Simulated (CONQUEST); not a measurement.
# AlN: equation of state with PBE

Crystal: AlN.

```xyz
8
Lattice="3.1130 0.0000 0.0000 0.0000 4.9810 0.0000 0.0000 0.0000 5.3919" Properties=species:S:1:pos:R:3 pbc="T T T"
Al    0.0000    2.4905    1.7973
Al    1.5565    2.4905    4.4932
Al    0.0000    0.0000    3.5946
Al    1.5565    0.0000    0.8986
N     0.0000    4.3833    1.7973
N     1.5565    4.3833    4.4932
N     0.0000    1.8928    3.5946
N     1.5565    1.8928    0.8986
```

* Program: CONQUEST 1.3
* Task: equation of state
* Functional: PBE
* Potentials or basis: PseudoDojo NC PBE, SZP, grid of 36 × 60 × 60 points
* k mesh: 9 × 6 × 5
* Occupations: fermi-dirac, width 0.05 eV
* Spin: no spin polarisation
* Solver: diagonalisation
* SCF tolerance: 1e-06

| Item | Value |
| --- | --- |
| Equilibrium volume | 10.92 Å³/atom |
| Bulk modulus at fixed shape and positions | 189 GPa |
| Pressure derivative of the bulk modulus | 3.4 (rough: it moves with the points fitted) |

Energy against volume, from the lowest point:
| volume (Å³/atom) | energy (meV/atom) |
| --- | --- |
| 9.824 | 75.03 |
| 10.033 | 47.45 |
| 10.242 | 26.93 |
| 10.451 | 12.55 |
| 10.660 | 3.59 |
| 10.869 | 0.00 |
| 11.078 | 1.38 |

All runs of the series together: 11 min on 1 thread of Intel(R) Xeon(R) Platinum 8488C (Sapphire Rapids), with other jobs on the host.

Caveat: the atomic basis is small; the cell was scaled at fixed shape and fractional positions, which overstates the stiffness of a crystal with free parameters, most of all of layers and chains; the basis of atomic orbitals isn't converged, which shifts pressures, moduli and gaps.
